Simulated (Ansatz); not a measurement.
# CdO2 in Ansatz: the effect of functional

Crystal: CdO2.

```xyz
3
Lattice="3.4529 0.0000 0.0000 -1.7264 2.9903 0.0000 0.0000 0.0000 4.1202" Properties=species:S:1:pos:R:3 pbc="T T T"
Cd    0.0000    0.0000    0.0000
O     0.0000    1.9935    1.0062
O     1.7264    0.9968    3.1140
```

The cell comes from a database or a generator and needn't be the stable form of this composition.

The cell isn't the ideal one: volume scaled by 0.98.

Alike in all runs:

| Item | Value |
| --- | --- |
| Program | Ansatz 0.2.0 |
| Task | single point |
| Potentials or basis | Ansatz PAW |
| k mesh | 9 × 9 × 7 |
| Occupations | fermi-dirac, width 0.05 eV |
| Spin | no spin polarisation |

Problem. One run gave: pressure -13.8 GPa; largest force 0.40 eV/Å. Which functional did it use?
A. PBEsol
B. r2SCAN
C. LDA

Solution. C.

| functional | cutoff | pressure (GPa) | largest force (eV/Å) |
| --- | --- | --- | --- |
| LDA | 420 eV (not typed: the program's choice for these potentials) | -13.8 | 0.40 |
| PBEsol | 420 eV (not typed: the program's choice for these potentials) | -9.3 | 0.22 |
| r2SCAN | 500 eV (not typed: the program's choice for these potentials) | -8.4 | 0.15 |

Caveats: the PAW data sets come from PBE, with cores solved anew for the run's functional, which leaves a small shift of forces and pressure.

Runs at the PBE level aren't shown here.
